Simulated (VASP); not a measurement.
# SnTe (Fm-3m) in VASP: a series of runs

Aim: see how the results for SnTe move with the level of theory and the settings. Levels: PBE, RPBE, revPBE, r2SCAN. Tasks: evGW0 quasiparticle levels, band structure.

All numbers are computed with VASP 6.6.1; they aren't measurements. Logs are shortened: lines on timing, memory, paths and dates and some standing lists are left out, and cuts for length are marked.

**Experimental background.**

A printed reference work, textbook reports, for a bulk crystal of SnTe at 300 K: band gap 0.18 eV (direct).

How close the calculation comes is told below.

### Step 1. Starting point

It takes space group Fm-3m (No. 225, cubic). The conventional cell has a = 6.302 Å, b = 6.302 Å, c = 6.302 Å, α = 90.00°, β = 90.00°, γ = 90.00°. Around Te (site symmetry m-3m) lie 6 Sn at 3.15 Å. Around Sn (site symmetry m-3m) lie 6 Te at 3.15 Å.

### Step 2. EvGW0 quasiparticle levels, PBE

The input, POSCAR:

```
SnTe
1.0
    0.0000000000      3.1508500000      3.1508500000
    3.1508500000      0.0000000000      3.1508500000
    3.1508500000      3.1508500000      0.0000000000
Te Sn
1 1
Direct
    0.5000000000      0.5000000000      0.5000000000
    0.0000000000      0.0000000000      0.0000000000
```

The input, INCAR.step1:

```
SYSTEM = SnTe
  ALGO = Normal
  EDIFF = 1E-8
  ENCUT = 500
  GGA = PE
  ISMEAR = 0
  KPAR = 4
  LASPH = .TRUE.
  LCHARG = .FALSE.
  LREAL = .FALSE.
  LWAVE = .TRUE.
  NELM = 100
  PREC = Accurate
  SIGMA = 0.01
```

The input, INCAR.step2:

```
SYSTEM = SnTe
  ALGO = Exact
  EDIFF = 1E-8
  ENCUT = 500
  GGA = PE
  ISMEAR = 0
  ISTART = 1
  KPAR = 4
  LASPH = .TRUE.
  LCHARG = .FALSE.
  LOPTICS = .TRUE.
  LREAL = .FALSE.
  LWAVE = .TRUE.
  NBANDS = 271
  NELM = 1
  PREC = Accurate
  SIGMA = 0.01
```

The input, INCAR.step3:

```
SYSTEM = SnTe
  ALGO = EVGW0
  EDIFF = 1E-8
  ENCUT = 500
  ENCUTGW = 150
  GGA = PE
  ISMEAR = 0
  ISTART = 1
  KPAR = 4
  LASPH = .TRUE.
  LCHARG = .FALSE.
  LREAL = .FALSE.
  LWAVE = .FALSE.
  NBANDS = 271
  NBANDSGW = 18
  NELMGW = 4
  NOMEGA = 50
  PREC = Accurate
  PRECFOCK = Fast
  SIGMA = 0.01
```

The input, KPOINTS:

```
k-points
0
G
  4 4 4
  0 0 0
```

Potentials or basis: VASP PAW PBE potentials, release 64 (Te_GW, Sn_d_GW).

Started as:

```bash
$ cat potpaw_PBE.64/Te_GW/POTCAR potpaw_PBE.64/Sn_d_GW/POTCAR > POTCAR
$ cp INCAR.step1 INCAR
$ mpirun -np 4 vasp_std > vasp.out
$ cp INCAR.step2 INCAR
$ mpirun -np 4 vasp_std > vasp.out
$ cp INCAR.step3 INCAR
$ mpirun -np 4 vasp_std > vasp.out
```

OUTCAR:

```text
SYSTEM = SnTe
   EDIFF = 1E-8
   ENCUT = 500
   ENCUTGW = 150
   GGA = PE
   ISMEAR = 0
   ISTART = 1
   LASPH = .TRUE.
   LREAL = .FALSE.
   NELMGW = 4
   PREC = Accurate
   PRECFOCK = Fast

 ion  position               nearest neighbor table
   1  0.500  0.500  0.500-   2 3.15   2 3.15   2 3.15   2 3.15   2 3.15   2 3.15
   2  0.000  0.000  0.000-   1 3.15   1 3.15   1 3.15   1 3.15   1 3.15   1 3.15

  LATTYP: Found a face centered cubic cell.
 ALAT       =     6.3017000000

  Lattice vectors:

 A1 = (   0.0000000000,   3.1508500000,   3.1508500000)
 A2 = (   3.1508500000,   0.0000000000,   3.1508500000)
 A3 = (   3.1508500000,   3.1508500000,   0.0000000000)

Analysis of symmetry for initial positions (statically):
=====================================================================
 Subroutine PRICEL returns:
 Original cell was already a primitive cell.

 Routine SETGRP: Setting up the symmetry group for a
 face centered cubic supercell.

 Subroutine GETGRP returns: Found 48 space group operations
 (whereof 48 operations were pure point group operations)
 out of a pool of 48 trial point group operations.

The static configuration has the point symmetry O_h .

Analysis of symmetry for dynamics (positions and initial velocities):
=====================================================================
 Subroutine PRICEL returns:
 Original cell was already a primitive cell.

 Routine SETGRP: Setting up the symmetry group for a
 face centered cubic supercell.

 Subroutine GETGRP returns: Found 48 space group operations
 (whereof 48 operations were pure point group operations)
 out of a pool of 48 trial point group operations.

The dynamic configuration has the point symmetry O_h .

 Subroutine INISYM returns: Found 48 space group operations
 (whereof 48 operations are pure point group operations),
 and found     1 'primitive' translations

----------------------------------------------------------------------------------------

                                     Primitive cell

  volume of cell :      62.5624

  direct lattice vectors                    reciprocal lattice vectors
     0.000000000  3.150850000  3.150850000    -0.158687338  0.158687338  0.158687338
     3.150850000  0.000000000  3.150850000     0.158687338 -0.158687338  0.158687338
     3.150850000  3.150850000  0.000000000     0.158687338  0.158687338 -0.158687338

  length of vectors
     4.455974803  4.455974803  4.455974803     0.274854533  0.274854533  0.274854533

  position of ions in fractional coordinates (direct lattice)
     0.500000000  0.500000000  0.500000000
     0.000000000  0.000000000  0.000000000

  ion indices of the primitive-cell ions
   primitive index   ion index
                 1           1
                 2           2

----------------------------------------------------------------------------------------

 KPOINTS: k-points

Automatic generation of k-mesh.
 Grid dimensions read from file:
 generate k-points for:    4    4    4

 Generating k-lattice:

  Cartesian coordinates                     Fractional coordinates (reciprocal lattice)
    -0.039671835  0.039671835  0.039671835     0.250000000  0.000000000  0.000000000
     0.039671835 -0.039671835  0.039671835     0.000000000  0.250000000  0.000000000
     0.039671835  0.039671835 -0.039671835     0.000000000  0.000000000  0.250000000

  Length of vectors
     0.068713633  0.068713633  0.068713633

  Shift w.r.t. Gamma in fractional coordinates (k-lattice)
     0.000000000  0.000000000  0.000000000

 Subroutine IBZKPT returns following result:
 ===========================================

 Found      8 irreducible k-points:

 Following reciprocal coordinates:
            Coordinates               Weight
  0.000000  0.000000  0.000000      1.000000
  0.250000  0.000000  0.000000      8.000000
  0.500000  0.000000  0.000000      4.000000
  0.250000  0.250000  0.000000      6.000000
  0.500000  0.250000  0.000000     24.000000
 -0.250000  0.250000  0.000000     12.000000
  0.500000  0.500000  0.000000      3.000000
 -0.250000  0.500000  0.250000      6.000000
   k-points           NKPTS =      8   k-points in BZ     NKDIM =     64   number of bands    NBANDS=    271
   number of dos      NEDOS =    301   number of ions     NIONS =      2
   total plane-waves  NPLWV =  32768
   dimension x,y,z NGX =    32 NGY =   32 NGZ =   32
   dimension x,y,z NGXF=    64 NGYF=   64 NGZF=   64
   ions per type =               1   1
   NGX,Y,Z   is equivalent  to a cutoff of  11.94, 11.94, 11.94 a.u.
   NGXF,Y,Z  is equivalent  to a cutoff of  23.88, 23.88, 23.88 a.u.
 SYSTEM =  SnTe
   PREC   = accura    normal or accurate (medium, high low for compatibility)
   ISTART =      1    job   : 0-new  1-cont  2-samecut
   ICHARG =      0    charge: 1-file 2-atom 10-const
   ISPIN  =      1    spin polarized calculation?
   LNONCOLLINEAR =      F non collinear calculations
   LSORBIT =      F    spin-orbit coupling
   LASPH  =      T    aspherical Exc in radial PAW
   ENCUT  =  500.0 eV  36.75 Ry    6.06 a.u.   8.12  8.12  8.12*2*pi/ulx,y,z
   NELM   =     60;   NELMIN=  2; NELMDL=  0     # of ELM steps
   EDIFF  = 0.1E-07   stopping-criterion for ELM
   LREAL  =      F    real-space projection
   EDIFFG = 0.1E-06   stopping-criterion for IOM
   NSW    =      0    number of steps for IOM
   IBRION =     -1    ionic relax: 0-MD 1-quasi-New 2-CG
   NFREE  =      0    steps in history (QN), initial steepest desc. (CG)
   ISIF   =      0    stress and relaxation
   ISYM   =      3    0-nonsym 1-usesym 2-fastsym
   POTIM  = 0.5000    time-step for ionic-motion
   TEBEG  =    0.0;   TEEND  =   0.0 temperature during run
   PSTRESS=    0.0 pullay stress
   NELECT =      20.0000    total number of electrons
   NUPDOWN=      -1.0000    fix difference up-down
   EMIN   =  10.00;   EMAX   =-10.00  energy-range for DOS
   EFERMI =   0.00;   METHOD = LEGACY
   ISMEAR =     0;   SIGMA  =   0.01  broadening in eV -4-tet -1-fermi 0-gaus
   EFERMI_NEDOS =   21; number of points for ismear=-14 and -15
   IALGO  =     38    algorithm
   IMIX   =      4    mixing-type and parameters
     AMIX     =   0.40;   BMIX     =  1.00
     AMIX_MAG =   1.60;   BMIX_MAG =  1.00
  volume/ion in A,a.u.               =      31.28       211.10
  Fermi-wavevector in a.u.,A,eV,Ry     =   1.119387  2.115336 17.048485  1.253028
  Thomas-Fermi vector in A             =   2.256026
   LORBIT       =      0    0 simple, 1 ext, 2 COOP (PROOUT), +10 PAW based schemes
   GGA     = PE    functional components
   LHFCALC =     T    Hartree Fock is set to
   PRECFOCK=fast      Normal, Fast or Accurate (Low or Medium for compatibility)
   ENCUT4O =  -1.0   cutoff for four orbital integrals eV
   NKREDX  =     1    reduce k-point grid by
   NKREDY  =     1    reduce k-point grid by
   NKREDZ  =     1    reduce k-point grid by
   AEXX    =    1.0000 exact exchange contribution
   HFSCREEN=    0.0000 screening length (either q_TF or 0.3 A-1)
   HFSCREENC=   0.0000 screening length for correlation (either q_TF or 0.3 A-1)
   ENCUTFOCK=  -1.0 apply spherical cutoff to Coloumb kernel
   IVDW    =     0    specifies the selected vdW correction
   LEPSILON=     F    determine dielectric tensor
   LRPA    =     F    only Hartree local field effects (RPA)
   LRPAFORCE           =     F    calculate RPA forces
   ENCUTGW             = 150.0    cutoff for response function in eV
   ENCUTGWSOFT         = 120.0    soft cutoff for Coulomb kernel in GW response function in eV
   ENCUTLF             =  -1.0    cutoff for local field effects
   NELMGW              =     4    number of iterations in solving QP/BSE equation
   NELMHF              =     1    number of iterations in the inner HF iteration
   NKREDLFX            =     1    NKREDLFY  =   1   NKREDLFZ  =   1
 non-spin polarized calculation
 Gauss-broadening in eV      SIGMA  =   0.01
  energy-cutoff  :      500.00
  volume of cell :       62.56
 maximum number of plane-waves:      1639
  NGX = 18; NGY = 18; NGZ = 18
   NGX = 17   NGY = 17   NGZ = 17
 maximum number of plane-waves:       268
 NGX is ok and might be reduce to    18

 QP shifts <psi_nk| G(iteration)W_0 |psi_nk>: iteration 1
 for sc-GW calculations column KS-energies equals QP-energies in previous step
 and V_xc(KS)=  KS-energies - (<T + V_ion + V_H > + <T+V_H+V_ion>^1  + <V_x>^1)

 k-point   1 :       0.0000    0.0000    0.0000
  band No.  KS-energies  QP-energies   sigma(KS)   V_xc(KS)     V^pw_x(r,r')   Z            occupation Imag(sigma)

      1     -16.0407     -18.2544     -20.9622     -17.5161     -27.0916       0.6424       2.0000       0.2677
      2     -16.0407     -18.2544     -20.9622     -17.5161     -27.0916       0.6424       2.0000       0.2677
      3     -16.0338     -18.2237     -20.9367     -17.5066     -27.0412       0.6384       2.0000       0.2600
      4     -16.0338     -18.2237     -20.9367     -17.5066     -27.0412       0.6384       2.0000       0.2600
      5     -16.0338     -18.2237     -20.9367     -17.5066     -27.0412       0.6384       2.0000       0.2600
      6      -6.9136      -7.1384     -11.0179     -10.6646     -17.2542       0.6365       2.0000       1.0722
[... 10 lines left out ...]
     17      12.7138      12.4432      -7.1499      -6.7872      -1.9487       0.7462       0.0000      -0.2684
     18      12.8207      12.7410      -9.5887      -9.4816      -4.6214       0.7438       0.0000      -0.3160

 k-point   2 :       0.2500    0.0000    0.0000
  band No.  KS-energies  QP-energies   sigma(KS)   V_xc(KS)     V^pw_x(r,r')   Z            occupation Imag(sigma)

      1     -16.0431     -18.2604     -20.9606     -17.5117     -27.0884       0.6429       2.0000       0.2739
      2     -16.0431     -18.2604     -20.9606     -17.5117     -27.0884       0.6429       2.0000       0.2739
      3     -16.0330     -18.2283     -20.9394     -17.5071     -27.0436       0.6396       2.0000       0.2614
      4     -16.0305     -18.2274     -20.9433     -17.5121     -27.0472       0.6403       2.0000       0.2599
      5     -16.0305     -18.2274     -20.9433     -17.5121     -27.0472       0.6403       2.0000       0.2599
      6      -6.4135      -6.6439     -11.1590     -10.7976     -17.1471       0.6377       2.0000       0.9806
[... 10 lines left out ...]
     17      15.8021      15.6503     -10.0439      -9.8381      -3.9500       0.7373       0.0000      -0.6693
     18      15.8021      15.6503     -10.0439      -9.8381      -3.9500       0.7373       0.0000      -0.6693

 k-point   3 :       0.5000    0.0000    0.0000
  band No.  KS-energies  QP-energies   sigma(KS)   V_xc(KS)     V^pw_x(r,r')   Z            occupation Imag(sigma)
[... 623 lines left out ...]
      1     -19.3063     -19.4012     -20.8813       1.4279     -27.0704       0.6447       2.0000       0.2251
      2     -19.2847     -19.3675     -20.8769       1.4631     -27.0344       0.6411       2.0000       0.1789
      3     -19.2847     -19.3913     -20.9384       1.4874     -27.0959       0.6411       2.0000       0.1789
      4     -19.2633     -19.3571     -20.9091       1.4998     -27.0505       0.6426       2.0000       0.1684
      5     -19.2633     -19.3594     -20.9127       1.4998     -27.0541       0.6426       2.0000       0.1684
      6      -5.7028      -5.7133     -11.7273       6.0082     -17.1141       0.6442       2.0000       0.7139
[... 10 lines left out ...]
     17      17.0514      17.0506      -9.2735      26.3239      -3.3752       0.7649       0.0000      -0.6831
     18      17.1001      17.0983      -8.4479      25.5455      -2.3751       0.7246       0.0000      -0.4971

 k-point   8 :      -0.2500    0.5000    0.2500
  band No. old QP-enery  QP-energies   sigma(KS)   T+V_ion+V_H  V^pw_x(r,r')   Z            occupation Imag(sigma)

      1     -19.3091     -19.3986     -20.8914       1.4427     -27.0771       0.6409       2.0000       0.2152
      2     -19.2991     -19.3993     -20.9303       1.4754     -27.0941       0.6433       2.0000       0.1878
      3     -19.2694     -19.3631     -20.8965       1.4809     -27.0412       0.6408       2.0000       0.1717
      4     -19.2694     -19.3661     -20.9012       1.4809     -27.0458       0.6408       2.0000       0.1717
      5     -19.2635     -19.3585     -20.9112       1.4998     -27.0527       0.6424       2.0000       0.1683
      6      -5.5981      -5.6084     -11.7463       6.1322     -17.1078       0.6440       2.0000       0.6969
[... 10 lines left out ...]
     17      16.9006      16.8997     -10.0662      26.9656      -3.9197       0.7603       0.0000      -0.7183
     18      17.2490      17.2474      -9.2286      26.4754      -3.1053       0.7262       0.0000      -0.6575
```

It took 13 min on 4 MPI ranks of Intel Xeon Platinum 8259CL at 2.50GHz (Skylake/Cascade Lake), shared host; peak memory 0.8 GiB.

What came out:

- Band gap on the k mesh, mean-field level: 0.09 eV, direct
- Quasiparticle gap: 0.02 eV
- Least direct quasiparticle gap: 0.02 eV

Levels at points of the mesh, in eV from the valence-band top:
```csv
k point,band 6,band 7,band 8,band 9,band 10,band 11,band 12,band 13,band 14
"(0.00, 0.00, 0.00)",-12.82,-4.70,-2.16,-2.16,-2.16,3.34,3.34,3.34,4.77
"(0.50, 0.00, 0.00)",-11.55,-8.34,-1.82,-1.82,0.00,0.09,0.36,0.36,7.75
"(0.50, 0.50, 0.00)",-11.25,-6.48,-5.59,-3.75,-3.75,2.17,4.91,4.91,6.36
```

Quasiparticle gap after each update of the energies (eV): 0.04, 0.04, 0.03, 0.02

Caveat: the k mesh is coarse (spacing up to 0.43 Å⁻¹), so the values aren't converged; bands, screening cutoff and mesh are small and nothing is extrapolated, so the quasiparticle values aren't converged; spin-orbit coupling is left out, which moves the levels of the heavy elements.

### Step 3. Band structure, RPBE

The input, INCAR:

```
SYSTEM = SnTe
ALGO = Normal ; EDIFF = 1E-6
ENCUT = 520 ; GGA = RP
ISIF = 2 ; ISMEAR = -1
LASPH = .True. ; LCHARG = .False.
LREAL = .False. ; LWAVE = .False.
NELM = 60 ; PREC = Accurate
SIGMA = 0.05
```

The input, KPOINTS:

```
k-points
0
Gamma
  7 7 7
  0 0 0
```

POSCAR is that of step 2.

The input, KPOINTS_OPT:

```
path GXWKGLUWLK,UX
20
line-mode
reciprocal
 0.0000000000  0.0000000000  0.0000000000  G
 0.5000000000  0.0000000000  0.5000000000  X

 0.5000000000  0.0000000000  0.5000000000  X
 0.5000000000  0.2500000000  0.7500000000  W

 0.5000000000  0.2500000000  0.7500000000  W
 0.3750000000  0.3750000000  0.7500000000  K

 0.3750000000  0.3750000000  0.7500000000  K
 0.0000000000  0.0000000000  0.0000000000  G

 0.0000000000  0.0000000000  0.0000000000  G
 0.5000000000  0.5000000000  0.5000000000  L

 0.5000000000  0.5000000000  0.5000000000  L
 0.6250000000  0.2500000000  0.6250000000  U

 0.6250000000  0.2500000000  0.6250000000  U
 0.5000000000  0.2500000000  0.7500000000  W

 0.5000000000  0.2500000000  0.7500000000  W
 0.5000000000  0.5000000000  0.5000000000  L

 0.5000000000  0.5000000000  0.5000000000  L
 0.3750000000  0.3750000000  0.7500000000  K

 0.6250000000  0.2500000000  0.6250000000  U
 0.5000000000  0.0000000000  0.5000000000  X
```

Potentials or basis: VASP PAW PBE potentials, release 64 (Te, Sn_d).

Started as:

```bash
$ cat potpaw_PBE.64/Te/POTCAR potpaw_PBE.64/Sn_d/POTCAR > POTCAR
$ mpirun -np 1 vasp_std > vasp.out
```

Wall time 88 s (1 thread of Intel Xeon Platinum 8259CL at 2.50GHz (Skylake/Cascade Lake), shared host); peak memory 0.22 GiB.

The run converged. Its results:

```
Free energy             : -6.8196 eV
Pressure                : 3.6 GPa
Band gap along the path : 0.04 eV, indirect (least direct gap 0.07 eV)
```

Levels at the corners of the path, in eV from the Fermi level:
| point | band 6 | band 7 | band 8 | band 9 | band 10 | band 11 | band 12 | band 13 | band 14 |
| --- | --- | --- | --- | --- | --- | --- | --- | --- | --- |
| Γ | -12.90 | -4.72 | -2.27 | -2.27 | -2.27 | 3.27 | 3.27 | 3.27 | 4.64 |
| X | -11.32 | -6.53 | -5.68 | -3.86 | -3.86 | 2.10 | 4.85 | 4.85 | 6.33 |
| X | -11.32 | -6.53 | -5.68 | -3.86 | -3.86 | 2.10 | 4.85 | 4.85 | 6.33 |
| W | -11.23 | -7.45 | -4.94 | -4.94 | -0.94 | 0.77 | 4.54 | 4.54 | 6.00 |
| W | -11.23 | -7.45 | -4.94 | -4.94 | -0.94 | 0.77 | 4.54 | 4.54 | 6.00 |
| K | -11.28 | -7.50 | -5.29 | -3.37 | -2.81 | 2.93 | 3.00 | 4.12 | 5.49 |
| K | -11.28 | -7.50 | -5.29 | -3.37 | -2.81 | 2.93 | 3.00 | 4.12 | 5.49 |
| Γ | -12.90 | -4.72 | -2.27 | -2.27 | -2.27 | 3.27 | 3.27 | 3.27 | 4.64 |
| Γ | -12.90 | -4.72 | -2.27 | -2.27 | -2.27 | 3.27 | 3.27 | 3.27 | 4.64 |
| L | -11.62 | -8.42 | -1.94 | -1.94 | -0.05 | 0.03 | 0.28 | 0.28 | 7.74 |
| L | -11.62 | -8.42 | -1.94 | -1.94 | -0.05 | 0.03 | 0.28 | 0.28 | 7.74 |
| U | -11.28 | -7.50 | -5.29 | -3.37 | -2.81 | 2.93 | 3.00 | 4.12 | 5.49 |
| U | -11.28 | -7.50 | -5.29 | -3.37 | -2.81 | 2.93 | 3.00 | 4.12 | 5.49 |
| W | -11.23 | -7.45 | -4.94 | -4.94 | -0.94 | 0.77 | 4.54 | 4.54 | 6.00 |
| W | -11.23 | -7.45 | -4.94 | -4.94 | -0.94 | 0.77 | 4.54 | 4.54 | 6.00 |
| L | -11.62 | -8.42 | -1.94 | -1.94 | -0.05 | 0.03 | 0.28 | 0.28 | 7.74 |
| L | -11.62 | -8.42 | -1.94 | -1.94 | -0.05 | 0.03 | 0.28 | 0.28 | 7.74 |
| K | -11.28 | -7.50 | -5.29 | -3.37 | -2.81 | 2.93 | 3.00 | 4.12 | 5.49 |
| U | -11.28 | -7.50 | -5.29 | -3.37 | -2.81 | 2.93 | 3.00 | 4.12 | 5.49 |
| X | -11.32 | -6.53 | -5.68 | -3.86 | -3.86 | 2.10 | 4.85 | 4.85 | 6.33 |

Caveat: this odd mesh misses L, where the gap lies, so gap, dielectric constants and Born charges aren't listed; the PAW data sets were made with another functional, which shifts forces and pressure a little; spin-orbit coupling is left out, which moves the levels of the heavy elements.

(Part 1 of 2 ends here.)
